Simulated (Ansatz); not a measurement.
**Moving the screening of exact exchange in KBr**

Symmetry: Fm-3m, No. 225, cubic system. Conventional cell: a = 6.600 Å, b = 6.600 Å, c = 6.600 Å, α = 90.00°, β = 90.00°, γ = 90.00°. Around Br (site symmetry m-3m) lie 6 K at 3.30 Å. K (site symmetry m-3m) has 6 Br at 3.30 Å as nearest neighbours.

Kept alike: task single point; functional HSE06 form with a typed share of exact exchange; k mesh 4 × 4 × 4; occupations fermi-dirac, width 0.05 eV; no spin polarisation. Program: Ansatz, Ansatz PAW, cutoff 420 eV. Exact-exchange share held at 0.25. The mesh is that of the run's cell of 2 atoms. No spin-orbit coupling.

| run | band gap (eV) |
| --- | --- |
| A | 5.625 |
| B | 5.945 |
| C | 5.182 |
| D | 5.375 |
| E | 4.912 |
| F | 5.775 |

The k mesh is coarse, so the values aren't converged. Spin-orbit coupling, left out here, moves the band edges of heavy atoms and can close or invert small gaps. A gap read on the mesh alone can miss an edge between its points. All rows use potentials made for PBE. The mesh is thin for exact exchange.

The runs differ in the screening of exact exchange alone: 0.1; 0.15; 0.2; 0.3; 0.4; 0.6 Å⁻¹. Which run is which?

Run A is 0.2 Å⁻¹; run B is 0.1 Å⁻¹; run C is 0.4 Å⁻¹; run D is 0.3 Å⁻¹; run E is 0.6 Å⁻¹; run F is 0.15 Å⁻¹. The band gap falls from 5.945 to 4.912 eV between 0.1 and 0.6 Å⁻¹. Weaker screening leaves more long-range exchange and so a wider gap.
